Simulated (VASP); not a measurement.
Write the native input for VASP 6.6.1 that does the following.

- Task: relaxation of cell and atoms
- Functional: LDA
- Potentials or basis: VASP PAW LDA potentials, release 64 (Pt, S)
- Cutoff: 600 eV
- k mesh: 9 × 9 × 5
- Occupations: gaussian, width 0.03 eV
- Spin: no spin polarisation
- Further INCAR settings: ALGO = Normal; EDIFF = 1e-07; IBRION = 2; EDIFFG = -0.005; NSW = 90; ISIF = 3

The structure of PtS2 lies in POSCAR:

```
PtS2                                    
1.0
    3.5602779468      0.0000000000      0.0000000000
   -1.7801389734      3.0832911465     -0.0000000000
    0.0000000000      0.0000000000      4.5496385116
  Pt              S             
     1     2
Direct
     0.0000000000000000    0.0000000000000000    0.0000000000000000
     0.3333333332999970    0.6666666667000030    0.2612311615896669
     0.6666666667000030    0.3333333332999970    0.7387688384103330
```

The input as run:

INCAR

```
PREC = Accurate
ENCUT = 600
EDIFF = 1E-7
ISMEAR = 0
SIGMA = 0.03
LREAL = F
LASPH = T
NELM = 80
ALGO = Normal
ISIF = 3
LWAVE = F
LCHARG = F
IBRION = 2
NSW = 90
EDIFFG = -0.005
```

KPOINTS

```
regular mesh
0
Gamma
  9 9 5
```

Potentials or basis: VASP PAW LDA potentials, release 64 (Pt, S).

Run with:

```bash
$ cat potpaw_LDA.64/Pt/POTCAR potpaw_LDA.64/S/POTCAR > POTCAR
$ mpirun -np 1 vasp_std > vasp.out
```

Results of the run:

```yaml
Energy_gained_by_relaxing: 0.0 meV/atom
Ionic_steps: 4
Pressure_after_relaxing: 0.0 GPa
Band_gap_on_the_k_mesh: none (metal or under the smearing width)
```

Wall time 88 s on 1 thread of Intel(R) Xeon(R) Platinum 8488C (Sapphire Rapids), on a shared host, peak memory 0.18 GiB.
